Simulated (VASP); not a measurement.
# CaB2 (P6/mmm) in VASP: notebook

The runs below take CaB2 through relaxation of cell and atoms, single point, with LDA, PBE.

All numbers are computed with VASP 6.6.1; they aren't measurements. Logs are shortened: lines on timing, memory, paths and dates and some standing lists are left out, and cuts for length are marked.

## Step 1: Starting point

It takes space group P6/mmm (No. 191, hexagonal). Conventional cell: a = 3.226 Å, b = 3.226 Å, c = 4.067 Å, α = 90.00°, β = 90.00°, γ = 120.00°. Ca (site symmetry 6/mmm) has 12 B at 2.76 Å as nearest neighbours. B (site symmetry -6m2) has 3 B at 1.86 Å as nearest neighbours.

The cell comes from a database or a generator and needn't be the stable form of this composition.

## Step 2: Relaxation of cell and atoms, LDA

INCAR reads:

```
SYSTEM = CaB2
PREC = Accurate
ENCUT = 600
EDIFF = 1E-6
ISMEAR = -1
SIGMA = 0.05
LREAL = .FALSE.
LASPH = .TRUE.
NELM = 80
ALGO = Normal
ISIF = 3
LWAVE = .FALSE.
LCHARG = .FALSE.
IBRION = 2
NSW = 60
EDIFFG = -0.005
PSTRESS = 0
```

KPOINTS reads:

```
regular mesh
0
G
  9 9 7
  0 0 0
```

POSCAR reads:

```
CaB2
1.0
    3.2264302843      0.0000000000      0.0000000000
   -1.6132151421      2.7941705897      0.0000000000
    0.0000000000      0.0000000000      4.0673920000
Ca B
1 2
Direct
    0.0000000000      0.0000000000      0.0000000000
    0.6666666667      0.3333333333      0.5000000000
    0.3333333333      0.6666666667      0.5000000000
```

Potentials or basis: VASP PAW LDA potentials, release 64 (Ca_sv, B).

The run is started by

```
$ cat potpaw_LDA.64/Ca_sv/POTCAR potpaw_LDA.64/B/POTCAR > POTCAR
$ mpirun -np 1 vasp_std > vasp.out
```

OUTCAR:

```text
SYSTEM = CaB2
   PREC = Accurate
   ENCUT = 600
   EDIFF = 1E-6
   ISMEAR = -1
   LREAL = .FALSE.
   LASPH = .TRUE.
   NELM = 80
   ISIF = 3
   IBRION = 2
   NSW = 60
   EDIFFG = -0.005
   PSTRESS = 0

 ion  position               nearest neighbor table
   1  0.000  0.000  0.000-
   2  0.667  0.333  0.500-   3 1.86   3 1.86   3 1.86
   3  0.333  0.667  0.500-   2 1.86   2 1.86   2 1.86

  LATTYP: Found a hexagonal cell.
 ALAT       =     3.2264302843
 C/A-ratio  =     1.2606477257

  Lattice vectors:

 A1 = (   3.2264302843,   0.0000000000,   0.0000000000)
 A2 = (  -1.6132151421,   2.7941705897,   0.0000000000)
 A3 = (   0.0000000000,   0.0000000000,   4.0673920000)

Analysis of symmetry for initial positions (statically):
=====================================================================
 Subroutine PRICEL returns:
 Original cell was already a primitive cell.

 Routine SETGRP: Setting up the symmetry group for a
 hexagonal supercell.

 Subroutine GETGRP returns: Found 24 space group operations
 (whereof 24 operations were pure point group operations)
 out of a pool of 24 trial point group operations.

The static configuration has the point symmetry D_6h.

Analysis of symmetry for dynamics (positions and initial velocities):
=====================================================================
 Subroutine PRICEL returns:
 Original cell was already a primitive cell.

 Routine SETGRP: Setting up the symmetry group for a
 hexagonal supercell.

 Subroutine GETGRP returns: Found 24 space group operations
 (whereof 24 operations were pure point group operations)
 out of a pool of 24 trial point group operations.

The dynamic configuration has the point symmetry D_6h.

 Subroutine INISYM returns: Found 24 space group operations
 (whereof 24 operations are pure point group operations),
 and found     1 'primitive' translations

----------------------------------------------------------------------------------------

                                     Primitive cell

  volume of cell :      36.6683

  direct lattice vectors                    reciprocal lattice vectors
     3.226430284  0.000000000  0.000000000     0.309940061  0.178943978  0.000000000
    -1.613215142  2.794170590  0.000000000     0.000000000  0.357887956  0.000000000
     0.000000000  0.000000000  4.067392000     0.000000000  0.000000000  0.245857788

  length of vectors
     3.226430284  3.226430284  4.067392000     0.357887956  0.357887956  0.245857788

  position of ions in fractional coordinates (direct lattice)
     0.000000000  0.000000000  0.000000000
     0.666666667  0.333333333  0.500000000
     0.333333333  0.666666667  0.500000000

  ion indices of the primitive-cell ions
   primitive index   ion index
                 1           1
                 2           2
                 3           3

----------------------------------------------------------------------------------------

 KPOINTS: regular mesh

Automatic generation of k-mesh.
 Grid dimensions read from file:
 generate k-points for:    9    9    7

 Generating k-lattice:

  Cartesian coordinates                     Fractional coordinates (reciprocal lattice)
     0.034437785  0.019882664  0.000000000     0.111111111 -0.000000000  0.000000000
     0.000000000  0.039765328  0.000000000     0.000000000  0.111111111  0.000000000
     0.000000000  0.000000000  0.035122541     0.000000000  0.000000000  0.142857143

  Length of vectors
     0.039765328  0.039765328  0.035122541

  Shift w.r.t. Gamma in fractional coordinates (k-lattice)
     0.000000000  0.000000000  0.000000000

 Subroutine IBZKPT returns following result:
 ===========================================

 Found     48 irreducible k-points:

 Following reciprocal coordinates:
            Coordinates               Weight
  0.000000  0.000000  0.000000      1.000000
  0.111111 -0.000000  0.000000      6.000000
  0.222222 -0.000000  0.000000      6.000000
  0.333333 -0.000000  0.000000      6.000000
  0.444444 -0.000000  0.000000      6.000000
  0.111111  0.111111  0.000000      6.000000
[... 16 lines left out ...]
  0.333333  0.222222  0.142857     24.000000
  0.333333  0.333333  0.142857      4.000000
 [... further k-points ...]
   k-points           NKPTS =     48   k-points in BZ     NKDIM =     48   number of bands    NBANDS=     12
   number of dos      NEDOS =    301   number of ions     NIONS =      3
   total plane-waves  NPLWV =  25088
   dimension x,y,z NGX =    28 NGY =   28 NGZ =   32
   dimension x,y,z NGXF=    56 NGYF=   56 NGZF=   64
   ions per type =               1   2
   NGX,Y,Z   is equivalent  to a cutoff of  14.43, 14.43, 13.08 a.u.
   NGXF,Y,Z  is equivalent  to a cutoff of  28.85, 28.85, 26.16 a.u.
 SYSTEM =  CaB2
   PREC   = accura    normal or accurate (medium, high low for compatibility)
   ISTART =      0    job   : 0-new  1-cont  2-samecut
   ICHARG =      2    charge: 1-file 2-atom 10-const
   ISPIN  =      1    spin polarized calculation?
   LNONCOLLINEAR =      F non collinear calculations
   LSORBIT =      F    spin-orbit coupling
   LASPH  =      T    aspherical Exc in radial PAW
   ENCUT  =  600.0 eV  44.10 Ry    6.64 a.u.   6.44  6.44  8.12*2*pi/ulx,y,z
   NELM   =     80;   NELMIN=  2; NELMDL= -5     # of ELM steps
   EDIFF  = 0.1E-05   stopping-criterion for ELM
   LREAL  =      F    real-space projection
   EDIFFG = -.5E-02   stopping-criterion for IOM
   NSW    =     60    number of steps for IOM
   IBRION =      2    ionic relax: 0-MD 1-quasi-New 2-CG
   NFREE  =      1    steps in history (QN), initial steepest desc. (CG)
   ISIF   =      3    stress and relaxation
   ISYM   =      2    0-nonsym 1-usesym 2-fastsym
   POTIM  = 0.5000    time-step for ionic-motion
   TEBEG  =    0.0;   TEEND  =   0.0 temperature during run
   PSTRESS=    0.0 pullay stress
   NELECT =      16.0000    total number of electrons
   NUPDOWN=      -1.0000    fix difference up-down
   EMIN   =  10.00;   EMAX   =-10.00  energy-range for DOS
   EFERMI =   0.00;   METHOD = LEGACY
   ISMEAR =    -1;   SIGMA  =   0.05  broadening in eV -4-tet -1-fermi 0-gaus
   EFERMI_NEDOS =   21; number of points for ismear=-14 and -15
   IALGO  =     38    algorithm
   IMIX   =      4    mixing-type and parameters
     AMIX     =   0.40;   BMIX     =  1.00
     AMIX_MAG =   1.60;   BMIX_MAG =  1.00
  volume/ion in A,a.u.               =      12.22        82.48
  Fermi-wavevector in a.u.,A,eV,Ry     =   1.241703  2.346479 20.977823  1.541826
  Thomas-Fermi vector in A             =   2.376089
   LORBIT       =      0    0 simple, 1 ext, 2 COOP (PROOUT), +10 PAW based schemes
   GGA     = CA    functional components
   LHFCALC =     F    Hartree Fock is set to
   AEXX    =    0.0000 exact exchange contribution
   IVDW    =     0    specifies the selected vdW correction
   LEPSILON=     F    determine dielectric tensor
   LRPA    =     F    only Hartree local field effects (RPA)
 conjugate gradient relaxation of ions
 non-spin polarized calculation
  energy-cutoff  :      600.00
  volume of cell :       36.67
 maximum number of plane-waves:      1252
 NGX is ok and might be reduce to    28
   NGX = 13   NGY = 13   NGZ = 17

--------------------------------------- Ionic step        1  -------------------------------------------

 number of electron      16.0000001 magnetization

 Free energy of the ion-electron system (eV)
  ---------------------------------------------------
  ext. energy  EPLUGINS =         0.00000000
  ---------------------------------------------------
  free energy    TOTEN  =       -17.72799582 eV

  energy without entropy =      -17.71943333  energy(sigma->0) =      -17.72371457

------------------------ aborting loop because EDIFF is reached ----------------------------------------

  FORCE on cell =-STRESS in cart. coord.  units (eV):
  Direction    XX          YY          ZZ          XY          YZ          ZX
  --------------------------------------------------------------------------------------
  -------------------------------------------------------------------------------------
  Total       -1.5632423     -1.5632423     -1.3739243     -0.0000000      0.0000000      0.0000000
  in kB      -68.3039239    -68.3039239    -60.0319095     -0.0000000      0.0000000      0.0000000
  external PRESSURE =     -65.5465858 kB  Pullay stress =       0.0000000 kB
[... 59 lines left out ...]
  energy  without entropy=      -17.7539923262  energy(sigma->0) =      -17.75859137

--------------------------------------- Ionic step        3  -------------------------------------------

 number of electron      15.9999998 magnetization

 Free energy of the ion-electron system (eV)
  ---------------------------------------------------
  ext. energy  EPLUGINS =         0.00000000
  ---------------------------------------------------
  free energy    TOTEN  =       -17.76891956 eV

  energy without entropy =      -17.75977183  energy(sigma->0) =      -17.76434570

 E-fermi :   4.8485     XC(G=0): -11.2927

 val. band max:        4.8379236082   @ k =   0.3333   0.3333   0.0000
 cond. band min:       4.8952139132   @ k =   0.4444  -0.0000   0.2857
 fundamental gap:      0.0572903050
 Fermi energy:         4.8484794315

 k-point     1 :       0.0000    0.0000    0.0000
  band No.  band energies     occupation
      1     -34.1921      2.00000
      2     -15.5249      2.00000
      3     -15.2050      2.00000
      4     -15.2050      2.00000
      5      -5.5832      2.00000
      6       3.1574      2.00000
      7       5.2150      0.00131
      8       5.2584      0.00055
      9       5.2584      0.00055
     10      10.4052      0.00000
     11      10.4052      0.00000
     12      11.3105      0.00000
[... 331 lines left out ...]
 k-point    24 :       0.3333    0.3333    0.1429
  band No.  band energies     occupation
      1     -34.0230      2.00000
      2     -15.8560      2.00000
      3     -15.8560      2.00000
      4     -15.3175      2.00000
      5      -0.9498      2.00000
      6      -0.9498      2.00000
      7       0.6265      2.00000
      8       4.7753      1.62434
      9       4.7753      1.62434
     10       9.2184      0.00000
     11       9.2184      0.00000
     12      11.4553      0.00000

 [... further k-points ...]

------------------------ aborting loop because EDIFF is reached ----------------------------------------

  FORCE on cell =-STRESS in cart. coord.  units (eV):
  Direction    XX          YY          ZZ          XY          YZ          ZX
  --------------------------------------------------------------------------------------
  -------------------------------------------------------------------------------------
  Total        0.0029104      0.0029104     -0.0024020      0.0000000     -0.0000000      0.0000000
  in kB        0.1341729      0.1341729     -0.1107351      0.0000000     -0.0000000      0.0000000
  external PRESSURE =       0.0525369 kB  Pullay stress =       0.0000000 kB
[... 18 lines left out ...]
  FREE ENERGIE OF THE ION-ELECTRON SYSTEM (eV)
  ---------------------------------------------------
  free  energy   TOTEN  =       -17.7689195613 eV

  energy  without entropy=      -17.7597718299  energy(sigma->0) =      -17.76434570

 reached required accuracy - stopping structural energy minimisation
```

Wall time 71 s (1 thread of Intel Xeon Platinum 8259CL at 2.50GHz (Skylake/Cascade Lake), shared host); peak memory 0.17 GiB.

Results:

```
Free energy                            : -17.7689 eV
Relaxed volume                         : 11.58 Å³/atom
Relaxed cell                           : a = 3.167 Å, b = 3.167 Å, c = 4.001 Å, α = 90.00°, β = 90.00°, γ = 120.00°
Space group after relaxing (to 0.05 Å) : P6/mmm (No. 191)
Energy gained by relaxing              : 13.6 meV/atom
Ionic steps                            : 3
Pressure after relaxing                : 0.0 GPa
Band gap on the k mesh                 : none (metal or under the smearing width)
```

The path:
```csv
step,energy change (eV),largest force (eV/Å),pressure (GPa),volume (Å³)
1,0.0000,0.0000,-6.55,36.67
2,-0.0352,0.0000,2.75,34.08
3,-0.0409,0.0000,0.01,34.75
```

Final structure:
```
Ca B
1.0
     3.16684    0.00000    0.00000
    -1.58342    2.74256    0.00000
     0.00000    0.00000    4.00137
Ca B
1 2
Direct
  0.00000 0.00000 0.00000
  0.66667 0.33333 0.50000
  0.33333 0.66667 0.50000
```

## Step 3: Single point, PBE

INCAR reads:

```
  ALGO = Fast
  EDIFF = 1E-6
  ENCUT = 450
  GGA = PE
  ISIF = 2
  ISMEAR = 0
  LASPH = True
  LCHARG = True
  LELF = True
  LREAL = False
  LVHAR = True
  LWAVE = False
  NBANDS = 15
  NELM = 60
  PREC = Accurate
  SIGMA = 0.02
```

KPOINTS reads:

```
k-points
0
Gamma
  4 4 3
```

POSCAR is that of step 2.

Potentials or basis: VASP PAW PBE potentials, release 64 (Ca_sv_GW, B_GW).

The run is started by

```
$ cat potpaw_PBE.64/Ca_sv_GW/POTCAR potpaw_PBE.64/B_GW/POTCAR > POTCAR
$ mpirun -np 1 vasp_std > vasp.out
```

Wall time 5.8 s (1 thread of Intel Xeon 6975P-C (Granite Rapids), shared host); peak memory 0.13 GiB.

The run converged. Its results:

| Quantity | Value |
| --- | --- |
| Free energy | -20.7524 eV |
| Pressure | -1.7 GPa |
| Band gap on the k mesh | none (metal or under the smearing width) |

Stress tensor (GPa, compression positive):
```
-3.07  0.00  0.00
 0.00 -3.07  0.00
 0.00  0.00  1.17
```

Levels at points of the mesh, in eV from the Fermi level:
```
           k point  band 4  band 5  band 6  band 7  band 8  band 9  band 10  band 11  band 12  band 13
(0.00, 0.00, 0.00)  -20.31  -10.23   -1.62    0.54    0.54    0.63     5.62     5.62     7.07     7.19
(0.50, 0.00, 0.00)  -20.37   -6.68   -6.17   -1.20   -1.01    1.22     3.32     5.50     6.48     6.77
```

Caveat: the k mesh is coarse (spacing up to 0.56 Å⁻¹), so the values aren't converged.

[end of part 1 of 2]
